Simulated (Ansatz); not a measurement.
Pressure series in InCuS2

Consider InCuS2 in the chalcopyrite structure (space group I-42d, No. 122; a = 5.5220 Å, c = 11.1303 Å).

Cell and atoms are relaxed at each pressure.

Method: DFT with r2SCAN, PAW potentials and a 500 eV plane-wave cutoff in Ansatz (a program for electronic structure), spin-orbit coupling left out.

```tsv
pressure (GPa)	volume per atom (Å³/atom)
0	21.212
1.8	20.728
4.2	20.167
9	19.252
18	?
30	16.787
45	15.642
```

Q: Fit the third-order Birch–Murnaghan form P(V) = (3B₀/2)[(V₀/V)^(7/3) − (V₀/V)^(5/3)]·[1 + (3/4)(B₀′ − 4)((V₀/V)^(2/3) − 1)] (squares taken in P) to the rows shown and predict the withheld row.

A: Least squares on the printed values gives V₀ = 21.178 Å³/atom, B₀ = 79.0 GPa, B₀′ = 4.2; this predicts 18.002 Å³/atom, and the run gives 17.989 Å³/atom, 0.013 lower.

Load acts through the strain it causes; cell and atoms are relaxed under it. Whether these cells are dynamically stable was not tested. Competing high-pressure phases were not computed. The final runs are not spin-polarised.
